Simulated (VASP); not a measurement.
# SnO (P4/nmm) in VASP: further runs

One crystal, SnO, is run at these levels: PBE, PBEsol; tasks: elastic constants, Born charges and dielectric tensor, phonons.

Everything below comes from runs of VASP 6.6.1. Logs are shortened: lines on timing, memory, paths and dates and some standing lists are left out, and cuts for length are marked.

### Step 1. Starting point

The structure is tetragonal, space group P4/nmm (No. 129). Conventional cell: a = 3.814 Å, b = 3.814 Å, c = 4.887 Å, α = 90.00°, β = 90.00°, γ = 90.00°. Sn (site symmetry 4mm) is surrounded by 4 O at 2.23 Å. Around O (site symmetry -4m2) lie 4 Sn at 2.23 Å.

The cell is a database's computed one.

### Step 2. Elastic constants, PBE

Contents of POSCAR:

```
SnO
1.0
    3.8136952200      0.0000000000      0.0000000000
    0.0000000000      3.8136952200      0.0000000000
    0.0000000000      0.0000000000      4.8869133000
Sn O
2 2
Direct
    0.5000000000      0.0000000000      0.7646261400
    0.0000000000      0.5000000000      0.2353738600
    0.0000000000      0.0000000000      0.0000000000
    0.5000000000      0.5000000000      0.0000000000
```

Contents of INCAR.step1:

```
SYSTEM = SnO
PREC = Accurate
ENCUT = 600
EDIFF = 1E-8
ISMEAR = -1
SIGMA = 0.05
LREAL = .FALSE.
LASPH = .TRUE.
NELM = 60
ALGO = Fast
ISIF = 3
LWAVE = .FALSE.
LCHARG = .FALSE.
GGA = PE
IBRION = 2
NSW = 40
EDIFFG = -0.002
```

Contents of INCAR.step2:

```
SYSTEM = SnO
PREC = Accurate
ENCUT = 600
EDIFF = 1E-8
ISMEAR = -1
SIGMA = 0.05
LREAL = .FALSE.
LASPH = .TRUE.
NELM = 60
ALGO = Fast
ISIF = 3
LWAVE = .FALSE.
LCHARG = .FALSE.
GGA = PE
IBRION = 6
NFREE = 2
POTIM = 0.015
NSW = 1
```

Contents of KPOINTS:

```
regular mesh
0
G
  5 5 5
  0 0 0
```

Potentials or basis: VASP PAW PBE potentials, release 64 (Sn_d, O).

Run with:

```console
cat potpaw_PBE.64/Sn_d/POTCAR potpaw_PBE.64/O/POTCAR > POTCAR
cp INCAR.step1 INCAR
mpirun -np 1 vasp_std > vasp.out
cp CONTCAR POSCAR
cp INCAR.step2 INCAR
mpirun -np 1 vasp_std > vasp.out
```

OUTCAR:

```text
SYSTEM = SnO
   PREC = Accurate
   ENCUT = 600
   EDIFF = 1E-8
   ISMEAR = -1
   LREAL = .FALSE.
   LASPH = .TRUE.
   NELM = 60
   ISIF = 3
   GGA = PE
   IBRION = 6
   NFREE = 2
   POTIM = 0.015
   NSW = 1

 ion  position               nearest neighbor table
   1  0.500  0.000  0.770-   3 2.26   4 2.26   4 2.26   3 2.26   2 3.59   2 3.59   2 3.59   2 3.59

   2  0.000  0.500  0.230-   3 2.26   4 2.26   3 2.26   4 2.26   1 3.59   1 3.59   1 3.59   1 3.59

   3  0.000  0.000  0.000-   1 2.26   2 2.26   2 2.26   1 2.26
   4  0.500  0.500  0.000-   1 2.26   2 2.26   1 2.26   2 2.26

  LATTYP: Found a simple tetragonal cell.
 ALAT       =     3.8679107702
 C/A-ratio  =     1.3059080144

  Lattice vectors:

 A1 = (   3.8679107702,   0.0000000000,   0.0000000000)
 A2 = (   0.0000000000,   3.8679107702,   0.0000000000)
 A3 = (   0.0000000000,   0.0000000000,   5.0511356737)

Analysis of symmetry for initial positions (statically):
=====================================================================
 Subroutine PRICEL returns:
 Original cell was already a primitive cell.

 Routine SETGRP: Setting up the symmetry group for a
 simple tetragonal supercell.

 Subroutine GETGRP returns: Found 16 space group operations
 (whereof  8 operations were pure point group operations)
 out of a pool of 16 trial point group operations.

The static configuration has the point symmetry D_2d.
 The point group associated with its full space group is D_4h.

Analysis of symmetry for dynamics (positions and initial velocities):
=====================================================================
 Subroutine PRICEL returns:
 Original cell was already a primitive cell.

 Routine SETGRP: Setting up the symmetry group for a
 simple tetragonal supercell.

 Subroutine GETGRP returns: Found 16 space group operations
 (whereof  8 operations were pure point group operations)
 out of a pool of 16 trial point group operations.

The dynamic configuration has the point symmetry D_2d.
 The point group associated with its full space group is D_4h.

 Subroutine INISYM returns: Found 16 space group operations
 (whereof  8 operations are pure point group operations),
 and found     1 'primitive' translations

----------------------------------------------------------------------------------------

                                     Primitive cell

  volume of cell :      75.5687

  direct lattice vectors                    reciprocal lattice vectors
     3.867910770  0.000000000  0.000000000     0.258537505  0.000000000  0.000000000
     0.000000000  3.867910770  0.000000000     0.000000000  0.258537505  0.000000000
     0.000000000  0.000000000  5.051135674     0.000000000  0.000000000  0.197975280

  length of vectors
     3.867910770  3.867910770  5.051135674     0.258537505  0.258537505  0.197975280

  position of ions in fractional coordinates (direct lattice)
     0.500000000  0.000000000  0.769795758
     0.000000000  0.500000000  0.230204242
     0.000000000  0.000000000  0.000000000
     0.500000000  0.500000000  0.000000000

  ion indices of the primitive-cell ions
   primitive index   ion index
                 1           1
                 2           2
                 3           3
                 4           4

[... 108 lines left out ...]
 Free energy of the ion-electron system (eV)
  ---------------------------------------------------
  ext. energy  EPLUGINS =         0.00000000
  ---------------------------------------------------
  free energy    TOTEN  =       -22.73018361 eV

  energy without entropy =      -22.73017725  energy(sigma->0) =      -22.73018043

------------------------ aborting loop because EDIFF is reached ----------------------------------------

  FORCE on cell =-STRESS in cart. coord.  units (eV):
  Direction    XX          YY          ZZ          XY          YZ          ZX
  --------------------------------------------------------------------------------------
  -------------------------------------------------------------------------------------
  Total       -0.0105386     -0.0105386     -0.0141397      0.0000000      0.0000000      0.0000000
  in kB       -0.2234343     -0.2234343     -0.2997834      0.0000000      0.0000000      0.0000000
  external PRESSURE =      -0.2488840 kB  Pullay stress =       0.0000000 kB
[... 95 lines left out ...]
  FREE ENERGIE OF THE ION-ELECTRON SYSTEM (eV)
  ---------------------------------------------------
  free  energy   TOTEN  =       -22.7229199373 eV

  energy  without entropy=      -22.7229080788  energy(sigma->0) =      -22.72291401

[... ionic steps 4 to 18 ...]

--------------------------------------- Ionic step       19  -------------------------------------------

 number of electron      39.9999999 magnetization

------------------------ aborting loop because EDIFF is reached ----------------------------------------
[... 71 lines left out ...]
--------------------------------------- Ionic step       21  -------------------------------------------

 number of electron      39.9999997 magnetization

 Free energy of the ion-electron system (eV)
  ---------------------------------------------------
  ext. energy  EPLUGINS =         0.00000000
  ---------------------------------------------------
  free energy    TOTEN  =       -22.72942643 eV

  energy without entropy =      -22.72942006  energy(sigma->0) =      -22.72942325

 E-fermi :   6.5691     XC(G=0):  -9.8434

 val. band max:        6.1709553832   @ k =   0.0000   0.0000   0.0000
 cond. band min:       7.0290305776   @ k =   0.4000   0.4000   0.0000
 fundamental gap:      0.8580751944
 Fermi energy:         6.5691301967

 k-point     1 :       0.0000    0.0000    0.0000
  band No.  band energies     occupation
      1     -15.5739      2.00000
      2     -15.2158      2.00000
      3     -15.2117      2.00000
      4     -15.2106      2.00000
      5     -15.1841      2.00000
      6     -15.1684      2.00000
[... 637 lines left out ...]
     23      10.3969      0.00000
     24      11.3584      0.00000

 [... further k-points ...]
[... 5 lines left out ...]
  --------------------------------------------------------------------------------------
  -------------------------------------------------------------------------------------
  Total        0.0811170     -0.1002593     -0.0148773      0.0000000      0.0000000      0.0000000
  in kB        1.7198104     -2.1256567     -0.3154219      0.0000000      0.0000000      0.0000000
  external PRESSURE =      -0.2404227 kB  Pullay stress =       0.0000000 kB
[... 19 lines left out ...]
  FREE ENERGIE OF THE ION-ELECTRON SYSTEM (eV)
  ---------------------------------------------------
  free  energy   TOTEN  =       -22.7294264317 eV

  energy  without entropy=      -22.7294200614  energy(sigma->0) =      -22.72942325

 INTERNAL STRAIN TENSORS FROM STRAINED CELLS
 ============================================

 INTERNAL STRAIN TENSOR FOR ION    1 for displacements in x,y,z  (eV/Angst):
          X           Y           Z          XY          YZ          ZX
  --------------------------------------------------------------------------------
  x     0.00000     0.00000    -0.00000     0.00000     0.00000     5.16455
  y     0.00000     0.00000     0.00000     0.00000     5.16342     0.00000
  z    10.64928    10.64921    17.91155     0.00029    -0.00010     0.00004

 INTERNAL STRAIN TENSORS FROM DISPLACED ATOMS
 ============================================

 INTERNAL STRAIN TENSOR FOR ION    1 for displacements in x,y,z  (eV/Angst):
          X           Y           Z          XY          YZ          ZX
  --------------------------------------------------------------------------------
  x     0.00000     0.00000     0.00000     0.00000     0.00000     5.17694
  y     0.00000     0.00000     0.00000     0.00000     5.17697     0.00000
  z    10.64061    10.64061    17.92523     0.00000     0.00000     0.00000

 INTERNAL STRAIN TENSOR FOR ION    4 for displacements in x,y,z  (eV/Angst):
          X           Y           Z          XY          YZ          ZX
  --------------------------------------------------------------------------------
  x     0.00000     0.00000     0.00000     0.00000     0.00000     2.62254
  y     0.00000     0.00000     0.00000     0.00000    -2.62258     0.00000
  z     6.04505    -6.04505     0.00000     0.00000     0.00000     0.00000

 Eigenvectors and eigenvalues of the dynamical matrix
 ----------------------------------------------------

   1 f  =   12.900048 THz    81.053393 2PiTHz  430.299289 cm-1    53.350288 meV
             X         Y         Z           dx          dy          dz
      1.933955  0.000000  3.888343     0.025422    0.016126    0.000000
      0.000000  1.933955  1.162793    -0.025422   -0.016126   -0.000000
      0.000000  0.000000  0.000000    -0.596567    0.378419    0.000000
      1.933955  1.933955  0.000000     0.596567   -0.378419    0.000000
[... 71 lines left out ...]
  12 f/i=    0.003795 THz     0.023846 2PiTHz    0.126594 cm-1     0.015696 meV
             X         Y         Z           dx          dy          dz
      1.933955  0.000000  3.888343    -0.000000    0.000000    0.663870
      0.000000  1.933955  1.162793    -0.000000    0.000000    0.663870
      0.000000  0.000000  0.000000    -0.000000    0.000000    0.243467
      1.933955  1.933955  0.000000    -0.000000    0.000000    0.243467

--------------------------------------------------------------------------------------------------------

 ELASTIC MODULI CONTR FROM IONIC RELAXATION (kBar)
 Direction    XX          YY          ZZ          XY          YZ          ZX
 --------------------------------------------------------------------------------
 XX        -515.4618    -28.6650   -458.3196      0.0000      0.0000      0.0000
 YY         -28.6650   -515.4618   -458.3196      0.0000      0.0000      0.0000
 ZZ        -458.3196   -458.3196   -772.0878      0.0000      0.0000      0.0000
 XY           0.0000      0.0000      0.0000      0.0000      0.0000      0.0000
 YZ           0.0000      0.0000      0.0000      0.0000   -234.6313      0.0000
 ZX           0.0000      0.0000      0.0000      0.0000      0.0000   -234.6282
 --------------------------------------------------------------------------------

 TOTAL ELASTIC MODULI (kBar)
 Direction    XX          YY          ZZ          XY          YZ          ZX
 --------------------------------------------------------------------------------
 XX         832.8603    756.3317     95.8811      0.0000      0.0000      0.0000
 YY         756.3317    832.8603     95.8811      0.0000      0.0000      0.0000
 ZZ          95.8811     95.8811    239.6047      0.0000      0.0000      0.0000
 XY           0.0000      0.0000      0.0000    739.9031      0.0000      0.0000
 YZ           0.0000      0.0000      0.0000      0.0000    186.9869      0.0000
 ZX           0.0000      0.0000      0.0000      0.0000      0.0000    186.9885
 --------------------------------------------------------------------------------
```

Run time: 14 min. Hardware: 1 thread of Intel Xeon 6975P-C (Granite Rapids), shared host; peak memory 0.33 GiB.

Results:

```yaml
Relaxed_volume: 18.89 Å³/atom
Relaxed_cell: a = 3.868 Å, b = 3.868 Å, c = 5.051 Å, α = 90.00°, β = 90.00°, γ = 90.00°
Space_group_after_relaxing_to_0.05_Å: P4/nmm (No. 129)
Voigt_bulk_modulus: 42 GPa
Highest_phonon_frequency_at_Γ_LO-TO_splitting_left_out: 430 cm⁻¹
```

Step by step:
```
step  energy change (eV)  largest force (eV/Å)  pressure (GPa)  volume (Å³)
   1              0.0000                0.4493            3.80        71.08
   2             -0.0038                0.6901           -2.72        75.51
   3             -0.0307                0.1621            0.21        73.30
   4             -0.0328                0.0982            0.14        73.66
   5             -0.0338                0.0264            0.06        74.06
   6             -0.0338                0.0201            0.05        74.10
   7             -0.0345                0.0139            0.06        74.26
   8             -0.0360                0.0047            0.11        74.75
   9             -0.0364                0.0413            0.21        75.73
  10             -0.0366                0.0298            0.17        75.40
  11             -0.0352                0.1331           -0.68        76.21
  12             -0.0367                0.0014            0.01        75.55
  13             -0.0367                0.0022            0.01        75.56
  14             -0.0367                0.0020           -0.01        75.57
  15             -0.0367                0.0008            0.00        75.57
```

Final structure:
```
CELL_PARAMETERS angstrom
3.86791 0.00000 0.00000
0.00000 3.86791 0.00000
0.00000 0.00000 5.05114
ATOMIC_POSITIONS crystal
Sn 0.50000 0.00000 0.76980
Sn 0.00000 0.50000 0.23020
O 0.00000 0.00000 0.00000
O 0.50000 0.50000 0.00000
```

Phonon frequencies in cm⁻¹ (negative: imaginary):
| q point | frequencies |
| --- | --- |
| (0.000, 0.000, 0.000) | 0 0 0 106 106 201 244 244 329 369 430 430 |

Elastic tensor in Voigt notation (GPa, in the Cartesian axes of the cell as first typed):
```
83 76 10  0  0  0
76 83 10  0  0  0
10 10 24  0  0  0
 0  0  0 19  0  0
 0  0  0  0 19  0
 0  0  0  0  0 74
```

Clamped-ion elastic tensor (GPa):
```
135  78  55   0   0   0
 78 135  55   0   0   0
 55  55 101   0   0   0
  0   0   0  42   0   0
  0   0   0   0  42   0
  0   0   0   0   0  74
```

### Step 3. Born charges and dielectric tensor, PBE

Contents of INCAR:

```
SYSTEM = SnO
ALGO = Fast
EDIFF = 1E-8
ENCUT = 520
GGA = PE
IBRION = 8
ISIF = 2
ISMEAR = -1
LASPH = .True.
LCHARG = .False.
LEPSILON = .True.
LREAL = .False.
LWAVE = .False.
NELM = 60
PREC = Accurate
SIGMA = 0.05
```

Contents of KPOINTS:

```
k-points
0
Gamma
  7 7 6
  0 0 0
```

POSCAR is that of step 2.

Potentials or basis: VASP PAW PBE potentials, release 64 (Sn_d, O).

Run with:

```console
cat potpaw_PBE.64/Sn_d/POTCAR potpaw_PBE.64/O/POTCAR > POTCAR
mpirun -np 1 vasp_std > vasp.out
```

OUTCAR:

```text
SYSTEM = SnO
   EDIFF = 1E-8
   ENCUT = 520
   GGA = PE
   IBRION = 8
   ISIF = 2
   ISMEAR = -1
   LASPH = .True.
   LEPSILON = .True.
   LREAL = .False.
   NELM = 60
   PREC = Accurate

 ion  position               nearest neighbor table
   1  0.500  0.000  0.765-   3 2.23   4 2.23   4 2.23   3 2.23   2 3.54   2 3.54   2 3.54   2 3.54
[... 1085 lines left out ...]
  12 f/i=    0.004603 THz     0.028919 2PiTHz    0.153526 cm-1     0.019035 meV
             X         Y         Z           dx          dy          dz
      1.906848  0.000000  3.736662    -0.052962   -0.661807    0.000000
      0.000000  1.906848  1.150252    -0.052962   -0.661807    0.000000
      0.000000  0.000000  0.000000    -0.019410   -0.242549    0.000000
      1.906848  1.906848  0.000000    -0.019410   -0.242549    0.000000

--------------------------------------------------------------------------------------------------------

 MACROSCOPIC STATIC DIELECTRIC TENSOR IONIC CONTRIBUTION
 ------------------------------------------------------
          12.375090     0.000000    -0.000000
           0.000000    12.375090     0.000000
          -0.000000     0.000000     5.845816
 ------------------------------------------------------

 ELASTIC MODULI CONTR FROM IONIC RELAXATION (kBar)
 Direction    XX          YY          ZZ          XY          YZ          ZX
 --------------------------------------------------------------------------------
 XX        -692.6771      2.8304   -514.1497      0.0000     -0.0000     -0.0000
 YY           2.8304   -692.6771   -514.1497      0.0000     -0.0000     -0.0000
 ZZ        -514.1497   -514.1497   -766.4021      0.0000     -0.0000     -0.0000
 XY           0.0000      0.0000      0.0000      0.0000      0.0000      0.0000
 YZ          -0.0000     -0.0000     -0.0000      0.0000   -260.5026     -0.0000
 ZX          -0.0000     -0.0000     -0.0000      0.0000     -0.0000   -349.7378
 --------------------------------------------------------------------------------

 PIEZOELECTRIC TENSOR IONIC CONTR  for field in x, y, z        (C/m^2)
          XX          YY          ZZ          XY          YZ          ZX
  --------------------------------------------------------------------------------
  x    -0.00000    -0.00000    -0.00000     0.00000    -0.00000    -0.00000
  y     0.00000    -0.00000     0.00000     0.00000     0.00000     0.00000
  z     0.00000    -0.00000    -0.00000     0.00000    -0.00000     0.00000
```

stdout:

```text
POSCAR found type information on POSCAR SnO
 POSCAR found :  2 types and       4 ions
 scaLAPACK will be used
 LDA part: xc-table for (Slater+PW92), standard interpolation
 POSCAR, INCAR and KPOINTS ok, starting setup
 FFT: planning ... GRIDC
 FFT: planning ... GRID_SOFT
 FFT: planning ... GRID
 WAVECAR not read
[... 33 lines left out ...]
 first order change of Fermi-energy   0.16216E+01
 force on displaced ion       1 direction 3 :   0.000   0.000 -13.337
 Born effective charge ion    1 direction 3 :   0.000   0.000   2.909
 Linear response progress:
 first order change of Fermi-energy   0.68092E-04
 force on displaced ion       3 direction 1 :  -8.268   0.000  -0.001
 Born effective charge ion    3 direction 1 :  -3.092   0.000  -0.000
 Linear response progress:
 first order change of Fermi-energy  -0.47372E-04
 force on displaced ion       3 direction 3 :   0.000   0.000  -7.261
 Born effective charge ion    3 direction 3 :   0.000   0.000  -2.909
 Born effective charges drift removed
 Linear response finished
```

Run time: 14 min. Hardware: 1 thread of Intel Xeon 6975P-C (Granite Rapids), shared host; peak memory 0.58 GiB.

Results:

```
Band gap on the k mesh                                  : 0.38 eV, indirect (least direct gap 2.05 eV)
Electronic dielectric tensor (diagonal)                 : 8.06, 8.06, 7.02
Born charges (mean of the diagonal)                     : Sn +3.03; O -3.03 e
Highest phonon frequency at Γ, LO-TO splitting left out : 464 cm⁻¹
```

Levels at points of the mesh, in eV from the valence-band top:
| k point | band 18 | band 19 | band 20 | band 21 | band 22 | band 23 |
| --- | --- | --- | --- | --- | --- | --- |
| (0.00, 0.00, 0.00) | -3.18 | -3.18 | 0.00 | 2.05 | 4.27 | 4.74 |
| (0.00, 0.00, 0.50) | -3.19 | -3.19 | -2.21 | 1.68 | 3.04 | 3.04 |

Phonon frequencies in cm⁻¹ (negative: imaginary):
```csv
q point,frequencies
"(0.000, 0.000, 0.000)",0 0 0 114 114 210 276 276 348 377 464 464
```

Electronic dielectric tensor:
```
8.06 0.00 0.00
0.00 8.06 0.00
0.00 0.00 7.02
```

Born effective charge tensors (e):
atom 1, Sn
```
3.10 0.00 0.00
0.00 3.10 0.00
0.00 0.00 2.91
```
atom 2, Sn
```
3.10 0.00 0.00
0.00 3.10 0.00
0.00 0.00 2.91
```
atom 3, O
```
-3.10  0.00  0.00
 0.00 -3.10  0.00
 0.00  0.00 -2.91
```
atom 4, O
```
-3.10  0.00  0.00
 0.00 -3.10  0.00
 0.00  0.00 -2.91
```

Caveat: the gap is small at this level, which inflates the dielectric constant; spin-orbit coupling is left out, which moves the levels of the heavy elements; an odd mesh through Γ misses points on the zone boundary, where band edges often lie.

[end of part 1 of 2]
